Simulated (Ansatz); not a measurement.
# Si (Fd-3m): the equilibrium volume

At what volume is Si (Fd-3m) free of pressure?

Program: Ansatz 0.2.0. Level of theory: DFT PBE, scalar-relativistic, plane waves, PAW. These are calculated values, not measurements.

2 further runs of the same task are left out: 2 set aside as unsound or not needed.

## (1) The structure to begin with

It takes space group Fd-3m (No. 227, cubic). The conventional cell has a = 5.444 Å, b = 5.444 Å, c = 5.444 Å, α = 90.00°, β = 90.00°, γ = 90.00°. Si (site symmetry -43m) is surrounded by 4 Si at 2.36 Å.

Structure file:

```cif
data_structure
_symmetry_space_group_name_H-M 'Fd-3m:1'
_symmetry_Int_Tables_number 227
_cell_length_a 5.4437
_cell_length_b 5.4437
_cell_length_c 5.4437
_cell_angle_alpha 90.000
_cell_angle_beta 90.000
_cell_angle_gamma 90.000
_cell_volume 161.32
loop_
_atom_site_label
_atom_site_type_symbol
_atom_site_symmetry_multiplicity
_atom_site_Wyckoff_symbol
_atom_site_fract_x
_atom_site_fract_y
_atom_site_fract_z
_atom_site_occupancy
Si1 Si 8 b 0.25000 0.75000 0.25000 1
```

## (2) The first run (PBE, 6×6×6 mesh)

input.yaml

```yaml
crystal:
  lattice:
    - [0.0, 2.7218511865, 2.7218511865]
    - [2.7218511865, 0.0, 2.7218511865]
    - [2.7218511865, 2.7218511865, 0.0]
  atoms:
    - { symbol: Si, position: [0.25, 0.25, 0.25] }
    - { symbol: Si, position: [0.0, 0.0, 0.0] }
basis:
  ecutwfc: 420
kpoints:
  mp_grid: { grid: [6, 6, 6] }
hamiltonian:
  xc: pbe
scf:
  occupations: { method: gaussian, width: 0.1 }
output:
  forces: true
  stress: true
  eigenvalues: true
```

Run with:

```
$ ansatz run input.yaml --threads 8 --pin off --max-ram 16384MiB --backend cpu --events-out ev --progress --plain --runs-dir out
```

The runs that follow: Relaxing cell and atoms.

Before running it: what results should come out? Wanted: volume; pressure; conventional cell; gap on the mesh.

The runs gave:

```
         quantity                                                                      value
           volume                                                             20.459 Å³/atom
         pressure                                                                   0.01 GPa
conventional cell  a = 5.470 Å, b = 5.470 Å, c = 5.470 Å, α = 90.00°, β = 90.00°, γ = 90.00°
  gap on the mesh                                                                    0.65 eV
```

**Reading.** Over the 2 runs shown the cell moved from 20.16 to 20.46 Å³/atom, a change of +1.5 %, where the pressure is zero within 0.01 GPa.

The gaps are Kohn-Sham values of a semilocal functional, not quasiparticle or optical gaps. Such gaps usually fall short of the measured ones.
